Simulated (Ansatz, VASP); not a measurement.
# Two plane-wave programs on Mg

```
Mg
1.0
     0.00000    2.33295    2.33295
     2.33295    0.00000    2.33295
     2.33295    2.33295    0.00000
Mg
1
Direct
  0.00000 0.00000 0.00000
```

Alike in both runs: task single point; functional PBEsol; k mesh 14 × 14 × 14; occupations fermi-dirac, width 0.1 eV; no spin polarisation.

```csv
,VASP,Ansatz
version,VASP 6.6.1,Ansatz 0.2.0
potentials or method,"VASP PAW PBE potentials, release 64 (Mg)","plane waves (420 eV) with PAW, scalar-relativistic"
plane-wave cutoff (eV),520,420
valence electrons in the cell,2,10
```

|  | VASP | Ansatz | Ansatz less VASP |
| --- | --- | --- | --- |
| pressure (GPa) | -3.3 | -3.2 | +0.07 |

The functional is the same, so the differences come from potentials, cutoffs and numerics. The two sets of potentials don't hold the same shells in valence. Ansatz warned: «pseudo_functional_mismatch».

Caveats: the PAW data sets were made with another functional, which shifts forces and pressure a little (VASP).
